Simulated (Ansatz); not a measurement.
Wanted: the native input for an Ansatz 0.2.0 run.

```yaml
Task: relaxation of cell and atoms
Functional: BLYP
Dispersion: D3(BJ)
Potentials_or_basis: all-electron LAPW, scalar-relativistic
Basis_error_allowed: 0.001 eV/atom
k_mesh: 10 × 10 × 9
Occupations: fermi-dirac, width 0.05 eV
Spin: no spin polarisation
```

The system is WC (Qusongite).

```
CELL_PARAMETERS angstrom
2.90650 0.00000 0.00000
-1.45325 2.51710 0.00000
0.00000 0.00000 2.83660
ATOMIC_POSITIONS crystal
W 0.00000 0.00000 0.00000
C 0.66667 0.33333 0.50000
```

These files were run (other wordings do the same):

input.yaml

```yaml
crystal:
  lattice:
    - [2.9065, 0.0, 0.0]
    - [-1.45325, 2.5171028361, 0.0]
    - [0.0, 0.0, 2.8366]
  atoms:
    - { symbol: W, position: [0.0, 0.0, 0.0] }
    - { symbol: C, position: [0.6666666667, 0.3333333333, 0.5] }
kpoints:
  mp_grid: { grid: [10, 10, 9] }
scf:
  occupations: { method: fermi_dirac, width: 0.05 }
hamiltonian:
  xc: blyp
  dispersion: d3bj
  pseudopotentials: { kind: all_electron, lapw: { basis_error: 0.001 } }
output:
  forces: true
  stress: true
relax:
  f_tol: 0.02
  max_steps: 60
  cell: {}
```

Potentials or basis: all-electron LAPW, scalar-relativistic.

The run is started by

```bash
$ ansatz run input.yaml --threads 1 --pin off --max-ram 3072MiB --backend cpu --events-out ev --progress --plain --runs-dir out
```

It gave:

| Quantity | Value |
| --- | --- |
| Relaxed volume | 10.42 Å³/atom |
| Relaxed cell | a = 2.911 Å, b = 2.911 Å, c = 2.838 Å, α = 90.00°, β = 90.00°, γ = 120.00° |
| Space group after relaxing (to 0.05 Å) | P-6m2 (No. 187) |
| Energy gained by relaxing | 0.2 meV/atom |
| Ionic steps | 4 |
| Pressure after relaxing | 0.0 GPa |

Wall time 82 s on 1 thread of Arm Neoverse V1, with other jobs on the host, peak memory 0.35 GiB.
